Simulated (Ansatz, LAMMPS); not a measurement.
# Structural relaxation of amorphous SiO2 (84 atoms), part 4 of 4

How does amorphous SiO2 (84 atoms) relax, and what do bonds, charges and levels look like afterwards?

Ansatz 0.2.0; Kohn-Sham DFT, PBE, PAW (set soft_2), plane waves.

The cell: 28 Si and 56 O. The quench rate of 50 K/ps is orders of magnitude faster than experiment. The network of bonds at the start is that of the classical potential that made the cell. Only the Γ point is sampled in the main run, in a cell whose shortest periodic width is 11 Å.

So far. Step 4 (Cell and atoms relaxed): The relaxation changed the energy by -55.0 meV/atom, and atoms moved by 0.23 Å r.m.s., 0.53 Å at most. Step 7 (K-mesh 2×2×2): Forces differ from those of the single point at the relaxed geometry by 1.2 meV/Å r.m.s.; the energy by -0.29 meV/atom and the gap by -0.0098 eV. It took 2.1 min and 8 cycles; the reference's time can't be set against it, since the two runs asked for unlike analyses.

## (8) Functional HSE06

HSE06 mixes in a quarter of exact exchange at short range, which counters self-interaction, at a higher cost.

This step: Kohn-Sham DFT, HSE06, PAW (set soft_2), plane waves (Ansatz 0.2.0).

input.yaml reads:

```yaml
crystal:
  lattice:
    - [10.72135, 0.44099, -0.33475]
    - [0.44099, 10.49085, -0.05406]
    - [-0.33475, -0.05406, 10.88689]
  atoms:
    [... the 84 atom lines of step 6 ...]
kpoints:
  mp_grid: { grid: [1, 1, 1] }
hamiltonian:
  xc: hse06
scf:
  occupations: { method: fermi_dirac, width: 0.025 }
output:
  forces: true
  stress: true
  populations: true
  dos:
    method: { smearing: { sigma: 0.08 } }
    de: 0.05
    projected: { site_lists: { O: [O], Si: [Si] } }
  eigenvalues: true
```

The run is started by

```bash
> ansatz run input.yaml --threads 4 --pin off --max-ram 8192MiB --backend cpu --events-out ev --progress --plain --runs-dir out
```

Numbers of over 12 decimals in the logs are rounded to 6 here.

Output:

```text
Warning: output.stress: scf.convergence.dr2_threshold = 1e-7 eV (the SCF's general default) is looser than the 1.6e-9 eV advised for a printed stress (1e-10 eV for each atom of the cell: 84, of which 16 are counted). What an SCF threshold leaves in a stress goes as its square root, and in the free energy as the threshold itself, and one threshold admits the most on a small cell: [...]
Warning: output.stress: scf.exx.energy_threshold = 1e-6 eV is looser than the 1.6e-7 eV advised for a stress under a hybrid functional (1e-8 eV for each atom of the cell: 84, of which 16 are counted). Every SCF of the exchange loop can meet its threshold on dr2 while the loop round them stops early: [...]
exact exchange: scf.exx.singularity resolves to wigner_seitz, which cuts the screened interaction at the faces of the exchange supercell's Wigner-Seitz cell, so that each pair interacts once, at the shortest of its separations (the periodic images that this leaves out come, [...]
[...]
Crystal: 84 atoms, lattice volume = 1221.207 Å³
Basis set: ecut = 420 eV, 23867 PW (Γ), exchange–correlation on 144×144×150 points (8 copies of the dense FFT grid, shifted against one another)
Bands: 308, of which v1, the nominal top of the filled ones, is band 224 counted from 1 (223 counted from 0)
Symmetry: 1 space group operations
[...]
k-points: 1
[...]
SCF iter   1: F=—  HF=-49669.120897 eV  |F-HF|=—  |Δ(HF+E_count)|=         —  Δρ=1.70e-3  dr2=3.67e-2  ethr=1.77e-3  ⟨swp⟩=14.0  Hψ=1852  notcnv=0
[...]
SCF iter   3: F=-49669.139224 eV  HF=-49669.138123 eV  |F-HF|=1.10e-3  |Δ(HF+E_count)|=   1.20e-3  Δρ=4.56e-4  dr2=1.24e-3  ethr=1.82e-6  ⟨swp⟩=5.0  Hψ=773  notcnv=0
SCF 1 stopped early in 3 iterations: F = -49669.139224 eV  dr2 = 1.24e-3
[...]
Exchange kernel: α = 0.2500, screened, ω = 0.2079 Å⁻¹, Wigner–Seitz truncation, v(0) = 936.6376 eV·Å³, q-mesh 1×1×1, nearest image of the exchange supercell L = 10.50 Å, pair-density grid 54×54×54, without the augmentation charges, whose exchange is taken in its separable form (sized by the pseudopotential files, [...]
Frozen-core exchange: fock
SCF iter   1: F=—  HF=-49678.003102 eV  |F-HF|=—  |Δ(HF+E_count)|=         —  Δρ=6.56e-3  dr2=4.16e-1  ethr=2.76e-6  ⟨swp⟩=9.0  Hψ=1637  notcnv=0
[...]
SCF iter   6: F=—  HF=-49677.994381 eV  |F-HF|=—  |Δ(HF+E_count)|=   1.09e-4  Δρ=7.14e-5  dr2=6.50e-5  ethr=4.20e-8  ⟨swp⟩=4.0  Hψ=839  notcnv=0
SCF iter   7: F=-49677.994362 eV  HF=-49677.994363 eV  |F-HF|=1.88e-6  |Δ(HF+E_count)|=   1.77e-5  Δρ=1.81e-5  dr2=1.28e-5  ethr=1.24e-8  ⟨swp⟩=3.0  Hψ=701  notcnv=0
SCF 2 stopped early in 7 iterations: F = -49677.994362 eV  dr2 = 1.28e-5
  Residual-converged pass: ⟨swp⟩=4.0  Hψ=860  notcnv=0  max |occ|·‖R‖ = 4.7e-6 eV (tolerance 6.7e-6 eV)  dr2=1.28e-5  dr2_onsite=1.36e-7  max |Δocc| = 0.0e0
[...]
hybrid outer 1: dexx = +1.612e-1 eV, tail = 1.53e-4 eV
[...]
Frozen-core exchange: fock
SCF iter   1: F=—  HF=-49677.992374 eV  |F-HF|=—  |Δ(HF+E_count)|=         —  Δρ=3.25e-5  dr2=6.75e-6  ethr=1.71e-7  ⟨swp⟩=15.0  Hψ=1044  notcnv=0
[...]
SCF iter   5: F=-49677.992375 eV  HF=-49677.992375 eV  |F-HF|=8.73e-10  |Δ(HF+E_count)|=   9.75e-9  Δρ=3.86e-7  dr2=1.73e-9  ethr=7.31e-12  ⟨swp⟩=5.0  Hψ=689  notcnv=0  defer=11
SCF 3 converged in 5 iterations: F = -49677.992375 eV  dr2 = 1.73e-9
[...]
hybrid outer 2: dexx = +1.900e-6 eV, tail = 2.78e-8 eV, Δε = 7.70e-4 eV (about 1.05e-5 eV left of the loop's levels), ΔF = 2.89e-3 eV/Å (tail 1.87e-4)
hybrid SCF converged: 2 outer / 12 inner (+3 warm-up), last move |dexx| = 1.90e-6 eV, tail = 2.78e-8 eV
Stability not checked: this state was not tested for a lower state beside it, because the functional holds exact exchange (a hybrid, or Hartree-Fock), whose exchange loop this test does not read (fock_operator; see scf.lower_state_search)
Free energy (F): -49677.992375 eV
Frozen-core exchange: fock
[...]
Internal energy: -49677.992375 eV  (E = F + TS)
E sigma→0 (E₀):  -49677.992375 eV
Fermi energy:    3.543566 eV
[...]
Σ components = -49677.992375   (vs F -49677.992375, Δ=0.00e0)
--- Forces (eV/Å), atoms counted from 1 ---
  atom   1  Si     0.10665516    -0.05932659    -0.02399921
  atom   2  Si     0.00950661    -0.07782792    -0.03574048
  atom   3  Si    -0.00608662    -0.02000793     0.00608431
  atom   4  Si    -0.02024809     0.05267936    -0.04552634
[...]
atom  84  O      0.16512678     0.26436263    -0.46605832
  max |Σ_I F_I| component: 1.22e-4 eV/Å
--- Stress (GPa, compression-positive) ---
       -4.773028       0.022547       0.013866
        0.022551      -4.717712       0.014909
        0.013869       0.014907      -4.725285
  P = ⅓ Tr σ = -4.7387 GPa (-47.387 kbar)
--- Band table (eV) ---
[...]
--- Löwdin populations: 84 sites ---
  site symbol       q [e]
     0     Si      2.1494
     1     Si      2.1579
     2     Si      2.1518
[...]
83      O      6.8020
  spilling = 0.013899 (of n_electrons = 448.000000)
```

The job ended after 3.4 min (4 threads of Arm Neoverse V1, shared host; peak memory 3.3 GiB).

The program notes that the exchange threshold is loose for the stress and the SCF threshold is loose for the stress.

Geometry and reference: those of the single point at the relaxed geometry.

Forces differ from those of the single point at the relaxed geometry by 185 meV/Å r.m.s.; the pressure by -4.7 GPa and the gap by +1.8 eV. It took 3.4 min and 15 cycles; the reference's time can't be set against it, since the two runs asked for unlike analyses.

Read from the output:

```
free energy                                      : -49677.9924 eV
free energy per atom                             : -591.4047 eV/atom
SCF cycles                                       : 15
pressure                                         : -4.739 GPa
r.m.s. force component                           : 0.1845 eV/Å
longest force                                    : 0.6089 eV/Å
Fermi energy                                     : 3.544 eV
gap (highest filled to lowest empty level) : 7.232 eV
spilling of the projection                       : 0.0139
```

Length of the force by element:

```csv
element,coordination,atoms,mean length of the force (eV/Å),spread,least,most
O,all,56,0.363,0.137,0.0283,0.609
Si,all,28,0.0677,0.0272,0.0118,0.124
```

Löwdin charges by element (they lack the spilled electrons, 0.074 e an atom on average):

```csv
element,coordination,atoms,mean charge (e),spread,least,most
O,all,56,-0.814,0.0072,-0.829,-0.802
Si,all,28,1.85,0.0085,1.83,1.86
```

Density of states as counts of states in windows of 1 eV (from the Fermi level), total and the larger projections:

```csv
from (eV),to (eV),total,O p,Si p
-10,-9,30.9,23.5,6.0
-9,-8,35.0,27.5,6.7
-8,-7,14.3,11.5,1.6
-7,-6,53.2,46.8,3.3
-6,-5,66.9,62.4,2.1
-5,-4,64.8,62.1,1.1
-4,-3,24.9,24.3,0.2
-3,3,0.0,0.0,0.0
3,4,2.0,0.1,0.0
4,5,0.0,0.0,0.0
```

Between -25 and -10 eV lie 158 more states.

The levels nearest the highest filled one (over half full), pooled over k-points and spins:

```csv
level less the highest filled one (eV),occupation
-0.182,2
-0.178,2
-0.137,2
-0.0743,2
-0.0583,2
0,2
7.23,0
8.88,0
9.02,0
9.05,0
9.18,0
9.27,0
```

## (9) Functional r2SCAN (500 eV)

The meta-GGA r2SCAN uses the kinetic energy density as well as the density and its gradient. Besides, the cutoff goes from 420 to 500 eV.

This step: Kohn-Sham DFT, r2SCAN, PAW (set soft_2), plane waves (Ansatz 0.2.0).

Edit input.yaml of step 8 so:

```diff
@@ -10,3 +10,3 @@
 hamiltonian:
-  xc: hse06
+  xc: r2scan
 scf:
```

Output:

```text
[...]
Crystal: 84 atoms, lattice volume = 1221.207 Å³
Basis set: ecut = 500 eV, 31013 PW (Γ), exchange–correlation on 320×320×320 points (64 copies of the dense FFT grid, shifted against one another)
Bands: 308, of which v1, the nominal top of the filled ones, is band 224 counted from 1 (223 counted from 0)
Symmetry: 1 space group operations
[...]
k-points: 1
[...]
SCF iter   1: F=—  HF=-49834.171616 eV  |F-HF|=—  |Δ(HF+E_count)|=         —  Δρ=6.92e-3  dr2=6.02e-1  dr2_τ=6.88e0  ethr=1.77e-3  ⟨swp⟩=7.0  Hψ=1525  notcnv=0  defer=46
[...]
SCF iter   8: F=—  HF=-49836.402507 eV  |F-HF|=—  |Δ(HF+E_count)|=   1.64e-6  Δρ=6.65e-6  dr2=5.27e-7  dr2_τ=3.09e-8  ethr=4.30e-10  ⟨swp⟩=2.0  Hψ=454  notcnv=0  defer=77
SCF iter   9: F=-49836.402507 eV  HF=-49836.402507 eV  |F-HF|=5.06e-8  |Δ(HF+E_count)|=   6.16e-8  Δρ=9.17e-7  dr2=1.66e-8  dr2_τ=8.66e-10  ethr=2.23e-11  ⟨swp⟩=12.0  Hψ=1954  notcnv=0
SCF 1 converged in 9 iterations: F = -49836.402507 eV  dr2 = 1.66e-8
[...]
SCF converged after 9 iterations
Free energy (F): -49836.402507 eV
[...]
Internal energy: -49836.402507 eV  (E = F + TS)
E sigma→0 (E₀):  -49836.402507 eV
Fermi energy:    3.858508 eV
[...]
Σ components = -49836.402507   (vs F -49836.402507, Δ=0.00e0)
--- Forces (eV/Å), atoms counted from 1 ---
  atom   1  Si     0.10595432    -0.05393433    -0.04469223
  atom   2  Si    -0.00257100    -0.08508285    -0.01398817
  atom   3  Si    -0.00402666    -0.03273540     0.01478300
  atom   4  Si    -0.01816739     0.03223388    -0.04958575
[...]
atom  84  O      0.16066312     0.22535693    -0.39208165
  max |Σ_I F_I| component: 6.77e-5 eV/Å
--- Stress (GPa, compression-positive) ---
       -4.679951       0.010903       0.003697
        0.010902      -4.646134      -0.015717
        0.003701      -0.015716      -4.633730
  P = ⅓ Tr σ = -4.6533 GPa (-46.533 kbar)
--- Band table (eV) ---
[...]
--- Löwdin populations: 84 sites ---
  site symbol       q [e]
     0     Si      2.1446
     1     Si      2.1539
     2     Si      2.1462
[...]
83      O      6.8067
  spilling = 0.013687 (of n_electrons = 448.000000)
```

The job ended after 40 s (4 threads; peak memory 3 GiB).

Geometry and reference: those of the single point at the relaxed geometry.

Forces differ from those of the single point at the relaxed geometry by 156 meV/Å r.m.s.; the pressure by -4.6 GPa and the gap by +0.68 eV. It took 40 s and 9 cycles; the reference's time can't be set against it, since the two runs asked for unlike analyses.

## (10) Functional PBEsol

PBEsol restores the gradient expansion of exchange for slowly varying densities and usually gives shorter bonds in solids than PBE.

This step: Kohn-Sham DFT, PBEsol, PAW (set soft_2), plane waves (Ansatz 0.2.0).

Edit input.yaml of step 9 so:

```diff
@@ -10,3 +10,3 @@
 hamiltonian:
-  xc: r2scan
+  xc: pbesol
 scf:
```

Output:

```text
[...]
Crystal: 84 atoms, lattice volume = 1221.207 Å³
Basis set: ecut = 420 eV, 23867 PW (Γ), exchange–correlation on 144×144×150 points (8 copies of the dense FFT grid, shifted against one another)
Bands: 308, of which v1, the nominal top of the filled ones, is band 224 counted from 1 (223 counted from 0)
Symmetry: 1 space group operations
[...]
k-points: 1
[...]
SCF iter   1: F=—  HF=-48900.596819 eV  |F-HF|=—  |Δ(HF+E_count)|=         —  Δρ=1.15e-2  dr2=1.24e0  ethr=1.77e-3  ⟨swp⟩=7.0  Hψ=1538  notcnv=0  defer=46
[...]
SCF iter   8: F=—  HF=-48900.236545 eV  |F-HF|=—  |Δ(HF+E_count)|=   2.92e-7  Δρ=3.34e-6  dr2=1.26e-7  ethr=1.94e-10  ⟨swp⟩=2.0  Hψ=453  notcnv=0  defer=77
SCF iter   9: F=-48900.236546 eV  HF=-48900.236546 eV  |F-HF|=1.11e-8  |Δ(HF+E_count)|=   1.11e-7  Δρ=8.12e-7  dr2=9.93e-9  ethr=2.23e-11  ⟨swp⟩=14.0  Hψ=1776  notcnv=0
SCF 1 converged in 9 iterations: F = -48900.236546 eV  dr2 = 9.93e-9
[...]
SCF converged after 9 iterations
Free energy (F): -48900.236546 eV
[...]
Internal energy: -48900.236546 eV  (E = F + TS)
E sigma→0 (E₀):  -48900.236546 eV
Fermi energy:    3.862401 eV
[...]
Σ components = -48900.236546   (vs F -48900.236546, Δ=0.00e0)
--- Forces (eV/Å), atoms counted from 1 ---
  atom   1  Si    -0.03139532     0.01339058     0.05846760
  atom   2  Si    -0.03941462     0.02987606     0.00323144
  atom   3  Si     0.05900468    -0.04676776     0.00741830
  atom   4  Si    -0.01903766    -0.04531096     0.00181746
[...]
atom  84  O      0.05468017     0.09678014    -0.14916262
  max |Σ_I F_I| component: 1.59e-5 eV/Å
--- Stress (GPa, compression-positive) ---
       -2.406433       0.030475      -0.003694
        0.030477      -2.427035      -0.034647
       -0.003693      -0.034648      -2.381145
  P = ⅓ Tr σ = -2.4049 GPa (-24.049 kbar)
--- Band table (eV) ---
[...]
--- Löwdin populations: 84 sites ---
  site symbol       q [e]
     0     Si      2.2388
     1     Si      2.2467
     2     Si      2.2383
[...]
83      O      6.7588
  spilling = 0.013916 (of n_electrons = 448.000000)
```

Run time: 14 s. Hardware: 4 threads; peak memory 1.3 GiB; 55 s of CPU time.

Geometry and reference: those of the single point at the relaxed geometry.

Forces differ from those of the single point at the relaxed geometry by 60 meV/Å r.m.s.; the pressure by -2.4 GPa and the gap by -0.049 eV.

## (11) All settings compared

Each row is set against the single point at the relaxed geometry (Kohn-Sham DFT, PBE, PAW (set soft_2), plane waves; r.m.s. force component 0.00265 eV/Å). Energies are set beside the reference only for runs with its functional, potentials and electron count. Times are for 4 threads of Arm Neoverse V1, shared host. The reference's time includes grids, which some other runs skip.

```csv
run,"Δ force, r.m.s. (meV/Å)",Δ energy (meV/atom),Δ pressure (GPa),Δ gap (eV),cycles,time,host memory (GiB)
reference,-,-,-,-,8,15 s,1.3
k-mesh 2×2×2,1.20,-0.295,0.0028,-0.0098,8,2.1 min,7.0
functional HSE06,185,-,-4.73,1.83,15,3.4 min,3.3
functional r2SCAN (500 eV),156,-,-4.65,0.681,9,40 s,3.0
functional PBEsol,60.1,-,-2.40,-0.0493,9,14 s,1.3
```

## (12) What came out

- energy change in the relaxation: -55.01 meV/atom
- r.m.s. displacement: 0.229 Å
- largest displacement: 0.526 Å
- free energy per atom: -591.2989 eV/atom
- pressure: -0.007312 GPa
- r.m.s. force component: 0.00265 eV/Å
- gap (highest filled to lowest empty level): 5.404 eV
- wall time of the 7 DFT runs: 8.2 min

**Reading.** Relaxation lowers the energy by 55.0 meV/atom and moves atoms by 0.23 Å r.m.s.; the r.m.s. force component goes from 0.69 to 0.0027 eV/Å. Displacements are taken in the final cell, so they leave out its strain. By the final cutoffs no bond was broken or made. The cell shrank by 3.8 % in volume. First to last step the energy falls by 4.621 eV, across changes of basis; the largest move, 0.53 Å, is that of O69, with 1 other atom within 2 % of it. The O-Si bonds go from 1.619 Å (spread 0.028) to 1.633 Å (spread 0.011). With the cutoffs above, all O atoms have 2 and all Si atoms have 4 bonded neighbours. 100 % of the oxygens bridge two formers (Si) and 0 % are non-bridging. The highest filled and lowest empty levels differ by 5.40 eV (at Γ alone); a semilocal functional tends to put such gaps too low. In a disordered cell it changes from sample to sample, and tail or defect levels can set it.

Among the changes of functional, dispersion, potentials or spin set against this reference, functional HSE06 moves the forces most, by 185 meV/Å r.m.s. The gap changes by +1.83 eV with HSE06.

**Limits.** The network of bonds at the start is that of the classical potential that made the cell; DFT moved the atoms only locally, and no bond changed.

Against the measurements quoted at the start:

```csv
quantity,measured,this cell,difference,method of the measurement
density,2.2 g/cm³,2.29 g/cm³,+4.0 %,tabulated bulk density
nearest Si–O distance,1.61 Å,1.63 Å,+1.4 %,"high-energy XRD, PDF Gaussian fit"
nearest Si–Si distance,3.08 Å,3.09 Å,+0.3 %,"diffraction, Gaussian radial peak fit"
nearest O–O distance,2.63 Å,2.66 Å,+1.1 %,"diffraction, Gaussian radial peak fit"
number of O about Si,4,4,+0.0 %,"high-energy XRD, PDF Gaussian fit"
Si–O–Si angle,148.3 °,144 °,-3.1 %,"x-ray and neutron diffraction, model fit"
```

The cell differs from the measured distances by up to 1.4 %, neighbour counts by up to 0.0 %, angles by up to 3.1 % and density by up to 4.0 %. Distances of this cell are positions of the first main peak of g(r), or bond means where the peak is narrow; means over all bonds within a cutoff lie farther out for broad shells. The network comes from the model that made the cell; DFT moved the atoms only locally, and no bond changed. Our coordination numbers hang on a cutoff, and experiments count neighbours in their own ways.

[Logs are printed without paths, hosts, clocks, repeated set-up lines and the standing remarks that a program may print on its own settings, such as how far it seeks lower states.]

[Hosts, paths, dates, database ids (printed as entryN), source tags and the programs' standing remarks are cut or masked in the printed files.]
